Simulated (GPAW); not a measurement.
# InP (F-43m) in GPAW: single point with LDA

Aim: the single point of InP with LDA.

Program: GPAW 26.7.0. These are calculated values, not measurements. Logs are shortened: lines on timing, memory, paths and dates and some standing lists are left out, and cuts for length are marked. The log counts tension as positive stress, the text compression.

**Measured values to compare with.**

From a printed reference work, data compilation, for a bulk crystal of InP at 1.6 K: band gap 1.4236 eV (direct).

How close the calculation comes is told below.

## 1. Starting point

It takes space group F-43m (No. 216, cubic). The conventional cell has a = 5.861 Å, b = 5.861 Å, c = 5.861 Å, α = 90.00°, β = 90.00°, γ = 90.00°. Around In (site symmetry -43m) lie 4 P at 2.54 Å. P (site symmetry -43m) is surrounded by 4 In at 2.54 Å.

## 2. Single point, LDA

run.py reads:

```python
from ase import Atoms
from ase.dft.bandgap import bandgap
from ase.io import write
from ase.units import GPa
from gpaw import GPAW, PW

atoms = Atoms(['In', 'P'],
              cell=[[0.0, 2.9305, 2.9305],
                    [2.9305, 0.0, 2.9305],
                    [2.9305, 2.9305, 0.0]],
              scaled_positions=[[0.0, 0.0, 0.0],
                                [0.75, 0.75, 0.75]],
              pbc=True)

calc = GPAW(mode=PW(450),
            xc='LDA',
            kpts={'size': (6, 6, 6), 'gamma': True},
            occupations={'name': 'fermi-dirac', 'width': 0.05},
            nbands=18,
            maxiter=120,
            txt='gpaw.txt')
atoms.calc = calc
energy = atoms.get_potential_energy()
forces = atoms.get_forces()
stress = atoms.get_stress()
calc.write('gs.gpw')
write('result.traj', atoms)
print(f'Energy: {energy:.6f} eV')
print('Forces (eV/A):')
print(forces.round(4))
print('Stress (GPa):', (stress / GPa).round(3))
print('Fermi level:', round(calc.get_fermi_level(), 4), 'eV')
print(f'Gap: {bandgap(calc)[0]:.4f} eV, direct: {bandgap(calc, direct=True)[0]:.4f} eV')
```

Potentials or basis: the program's PAW data sets (release 1.2.1) made for this functional, pw.

Run with:

```bash
$ OMP_NUM_THREADS=1 python run.py
```

gpaw.txt:

```text
__  _  _
 | _ |_)|_||  |
 |__||  | ||/\| - 26.7.0

Input parameters:
  mode=PW(ecut=450.00000000000006),
  kpts=MonkhorstPack(size=(6, 6, 6), gamma=True),
  maxiter=120,
  nbands=18,
  occupations=Occupations(name='fermi-dirac', width=0.05),
  xc=XC(name='LDA')

Diagonalizing LCAO Hamiltonian
Converting LCAO to pw mode

                     P

       In

Atoms  # Å, Bohr magnetons
|   | symbol |        x |        y |        z |    initial magnetic moments |
|---|--------|----------|----------|----------|-----------------------------|
| 0 |     In | 0.000000 | 0.000000 | 0.000000 | ( 0.0000,  0.0000,  0.0000) |
| 1 |      P | 4.395750 | 4.395750 | 4.395750 | ( 0.0000,  0.0000,  0.0000) |

Unit cell  # Å
| periodic |        x |        y |        z |  lengths |    angles |
|----------|----------|----------|----------|----------|-----------|
|      yes | 0.000000 | 2.930500 | 2.930500 | 4.144353 | 60.000000 |
|      yes | 2.930500 | 0.000000 | 2.930500 | 4.144353 | 60.000000 |
|      yes | 2.930500 | 2.930500 | 0.000000 | 4.144353 | 60.000000 |

Number of symmetries: 24
Symmetry operations  # r_c * U_cc + t_c -> r_c
|    | kind |            matrix            |
|----|------|------------------------------|
|  0 |  E   |  1, 0, 0,  0, 1, 0,  0, 0, 1 |
|  1 |  σ   |  1, 0, 0,  0, 0, 1,  0, 1, 0 |
|  2 |  σ   |  1, 0,-1,  0, 1,-1,  0, 0,-1 |
|  3 |  C3  |  1, 0,-1,  0, 0,-1,  0, 1,-1 |
|  4 |  C3  |  1,-1, 0,  0,-1, 1,  0,-1, 0 |
|  5 |  σ   |  1,-1, 0,  0,-1, 0,  0,-1, 1 |
|  6 |  σ   |  0, 1, 0,  1, 0, 0,  0, 0, 1 |
|  7 |  C3  |  0, 1, 0,  0, 0, 1,  1, 0, 0 |
|  8 |  C2  |  0, 1,-1,  1, 0,-1,  0, 0,-1 |
|  9 |  S4  |  0, 1,-1,  0, 0,-1,  1, 0,-1 |
| 10 |  C3  |  0, 0, 1,  1, 0, 0,  0, 1, 0 |
| 11 |  σ   |  0, 0, 1,  0, 1, 0,  1, 0, 0 |
| 12 |  S4  |  0, 0,-1,  1, 0,-1,  0, 1,-1 |
| 13 |  C3  |  0, 0,-1,  0, 1,-1,  1, 0,-1 |
| 14 |  S4  |  0,-1, 1,  1,-1, 0,  0,-1, 0 |
| 15 |  C2  |  0,-1, 1,  0,-1, 0,  1,-1, 0 |
| 16 |  C3  |  0,-1, 0,  1,-1, 0,  0,-1, 1 |
| 17 |  S4  |  0,-1, 0,  0,-1, 1,  1,-1, 0 |
| 18 |  S4  | -1, 1, 0, -1, 0, 1, -1, 0, 0 |
| 19 |  C3  | -1, 1, 0, -1, 0, 0, -1, 0, 1 |
| 20 |  C3  | -1, 0, 1, -1, 1, 0, -1, 0, 0 |
| 21 |  S4  | -1, 0, 1, -1, 0, 0, -1, 1, 0 |
| 22 |  σ   | -1, 0, 0, -1, 1, 0, -1, 0, 1 |
| 23 |  C2  | -1, 0, 0, -1, 0, 1, -1, 1, 0 |

BZ-sampling:
  Number of BZ points: 216
  Number of IBZ points: 16

  Monkhorst-Pack size: [6, 6, 6]
  Monkhorst-Pack shift: [0.08333333333333333, 0.08333333333333333, 0.08333333333333333]

K-points  # in reciprocal-cell coordinates
|     |                                coordinates |     weight |
|-----|--------------------------------------------|------------|
|   0 | (  0.00000000,   0.00000000,   0.00000000) | 0.00462963 |
|   1 | (  0.16666667,   0.16666667,   0.00000000) | 0.02777778 |
|   2 | (  0.16666667,   0.16666667,   0.16666667) | 0.03703704 |
|   3 | (  0.33333333,   0.16666667,   0.16666667) | 0.05555556 |
|   4 | (  0.33333333,   0.33333333,  -0.33333333) | 0.05555556 |
|   5 | (  0.33333333,   0.33333333,   0.00000000) | 0.02777778 |
|   6 | (  0.33333333,   0.33333333,   0.16666667) | 0.11111111 |
|   7 | (  0.33333333,   0.33333333,   0.33333333) | 0.03703704 |
|   8 | (  0.50000000,   0.33333333,  -0.33333333) | 0.11111111 |
|   9 | (  0.50000000,   0.33333333,  -0.16666667) | 0.05555556 |
| ... |                                            |            |
|  15 | (  0.50000000,   0.50000000,   0.50000000) | 0.01851852 |

Plane wave coefficients: 1113
Cutoff: 450.00000000000006 eV

Spin-components: 1 (collinear spins)
Bands:           18
Projectors:      11
Spin-degeneracy: 2
Datatype:        complex128

Parallelization:
  kpt:    1
  domain: 1
  band:   1

Density:
  Valence electrons: 18.0
  Components: 1
  Grid points: [21 21 21]
  Charge: 0.0  # |e|

Potential:
  Grid points: [21 21 21]

species:
  In:
    name:    Indium
    Z:       49.0
    valence: 13
    core:    36
    charge:  0.0  # [|e|]
    compensation charges:
      type: gauss
      rc: 0.36  # [Å]
      lmax: 2
    cutoffs:
      filter: 2.09  # [Å]
      core: 2.48  # [Å]
    projectors
    | kind |    occ | energy [eV] | rcut [Å] |
    |------|--------|-------------|----------|
    |   5s |  2.000 |      -8.474 |    1.185 |
    |   5p |  1.000 |      -2.700 |    1.244 |
    |   4d | 10.000 |     -18.723 |    1.148 |
    |    s |        |      18.738 |    1.185 |
    |    p |        |      24.512 |    1.244 |
    |    d |        |       8.489 |    1.148 |

    Using partial waves for In as LCAO basis

  P:
    name:    Phosphorus
    Z:       15.0
    valence: 5
    core:    10
    charge:  0.0  # [|e|]
    compensation charges:
      type: gauss
      rc: 0.30  # [Å]
      lmax: 2
    cutoffs:
      filter: 1.69  # [Å]
      core: 1.81  # [Å]
    projectors
    | kind |    occ | energy [eV] | rcut [Å] |
    |------|--------|-------------|----------|
    |   3s |  2.000 |     -14.015 |    0.953 |
    |   3p |  3.000 |      -5.596 |    0.953 |
    |    s |        |      13.197 |    0.953 |
    |    p |        |      21.615 |    0.953 |
    |    d |        |       0.000 |    0.953 |

    Using partial waves for P as LCAO basis

Reference energy: -169106.896229  # eV

eigensolver:
  PPCG
  Converge bands: occupied
  niter=2

density mixing:
  MSR1-Mixer
  Pratt-step length: 0.05
  Maximum mixing coefficient: 0.75
  Old densities: 10
  SVD Regularization: 0.005
  Good broyden scale: 1.0
  Trust region scale: 1.0
  Backstep threshold: 4.0
  History deletion threshold: 6.0
  Fourier metric: weight=20.0, sigma=0.015

occupation numbers:
  Fermi-Dirac:
    width: 0.0500  # eV

poisson solver:
  ecut: 3600.0000000000005  # eV

xc functional:
  name: None

convergence criteria:
- Maximum [total energy] change in last 3 cyles: 0.0005 eV / valence electron
- Maximum integral of absolute [dens]ity change: 0.0001 electrons / valence electron
- Maximum integral of absolute [eigenst]ate change: 4e-08 eV^2 / valence electron
maximum number of iterations: 120

SCF iterations
|iter     | |      energy | eigst |  dens |
|---------|-|-------------|-------|-------|
|iter:   1| |  -10.214695 | -0.36 |       |
|iter:   2| |  -10.139680 | -2.28 | -1.13 |
|iter:   3| |   -9.844551 | -1.85 | -1.18 |
|iter:   4| |   -9.839114 | -3.40 | -1.77 |
|iter:   5| |   -9.838469c| -4.10 | -2.31 |
|iter:   6| |   -9.838481c| -5.58 | -3.10 |
|iter:   7| |   -9.838483c| -6.61 | -3.61 |
|iter:   8| |   -9.838483c| -8.35c| -4.68c|

Converged in 8 steps
Energy contributions relative to reference atoms: (reference = -169106.896229)

Energy contributions:
  Kinetic:          19.441975
  Coulomb:         -17.987435
  Zero:              0.174178
  External:          0.000000
  Xc:              -11.467161
  Entropy:          -0.000081
  Spinorbit:         0.000000
  ----------------------------
  Free energy:      -9.838524
  Extrapolated:     -9.838483

dipole moment: (-17.018620, -17.018620, -17.018620)  # |e|*Ang

Fermi level: 4.945
Eigenvalues  # (at kpt = [0.000, 0.000, 0.000])
| band index |      eig [eV] | occ [0-2] |
|------------|---------------|-----------|
|          0 |        -9.409 |     2.000 |
|          1 |        -9.409 |     2.000 |
|          2 |        -9.409 |     2.000 |
|          3 |        -9.250 |     2.000 |
|          4 |        -9.250 |     2.000 |
|          5 |        -6.886 |     2.000 |
[... 10 lines left out ...]
|         16 |        15.703 |     0.000 |
|         17 |        15.703 |     0.000 |

Gap: 0.473 eV
Transition (v -> c):
  (s=0, k=0, n=8, [0.00, 0.00, 0.00]) -> (s=0, k=0, n=9, [0.00, 0.00, 0.00])
No difference between direct/indirect transitions

Forces  # eV/Ang
|        x |        y |       z |
|----------|----------|---------|
| -0.00000 | -0.00000 | 0.00000 |  # In   0
|  0.00000 | -0.00000 | 0.00000 |  # P    1

Stress tensor  # eV/Ang^3
|         x |         y |         z |
|-----------|-----------|-----------|
|  0.016536 | -0.000000 | -0.000000 |
| -0.000000 |  0.016536 |  0.000000 |
| -0.000000 |  0.000000 |  0.016536 |

# Writing to gs.gpw (mode='')
```

It took 7.9 s on 1 thread of Arm Neoverse V1, shared host; peak memory 0.13 GiB.

Results:

```yaml
Free_energy: -9.8385 eV
Pressure: -2.6 GPa
Band_gap_on_the_k_mesh: 0.47 eV, direct
```

Levels at points of the mesh, in eV from the valence-band top:
| k point | band 6 | band 7 | band 8 | band 9 | band 10 | band 11 | band 12 | band 13 |
| --- | --- | --- | --- | --- | --- | --- | --- | --- |
| (0.00, 0.00, 0.00) | -11.57 | 0.00 | 0.00 | 0.00 | 0.47 | 3.93 | 3.93 | 3.93 |
| (0.50, 0.50, 0.00) | -9.13 | -5.88 | -2.38 | -2.38 | 1.59 | 2.12 | 8.98 | 9.39 |
| (0.50, 0.50, 0.50) | -9.80 | -5.85 | -1.00 | -1.00 | 1.30 | 4.68 | 4.68 | 6.90 |

Caveat: the cutoff is short for stress and forces, so pressures can be off by a GPa or more; spin-orbit coupling is left out, which moves the levels of the heavy elements.

## 3. Against experiment

Step 2. Against the measured gap of InP, 1.4236 eV (direct; 1.6 K; a printed reference work, data compilation), the calculated 0.47 eV is off by -0.95 eV. Spin-orbit coupling on In is left out. The value is that of LDA, without temperature or zero-point motion. Semilocal functionals fall short of measured gaps as a rule.
